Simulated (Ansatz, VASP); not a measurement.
## Sb in VASP and in Ansatz

```xyz
1
Lattice="-1.4949 1.4949 2.4634 1.4949 -1.4949 2.4634 1.4949 1.4949 -2.4634" Properties=species:S:1:pos:R:3 pbc="T T T"
Sb    0.0000    0.0000    0.0000
```

Change from the starting cell: volume scaled by 0.98.

Alike in both runs: task single point; functional PBEsol; k mesh 19 × 19 × 19; occupations fermi-dirac, width 0.05 eV; no spin polarisation.

|  | VASP | Ansatz |
| --- | --- | --- |
| version | VASP 6.6.1 | Ansatz 0.2.0 |
| potentials or method | VASP PAW PBE potentials, release 64 (Sb), cutoff 520 eV | all-electron LAPW, scalar-relativistic |

```tsv
	VASP	Ansatz	Ansatz less VASP
pressure (GPa)	18.1	17.9	-0.25
largest component of the traceless stress (GPa)	1.73	1.60	-0.126
```

Ansatz ran all-electron here, so the differences hold the error of VASP's frozen core and of both bases.

Caveats: so large a pressure means that the cell lies far from this level's equilibrium, or that cutoff or potentials fall short (VASP); the potentials were made for another functional, which shifts forces and pressure (VASP). The runs have no spin-orbit coupling, so splittings on Sb are missing.
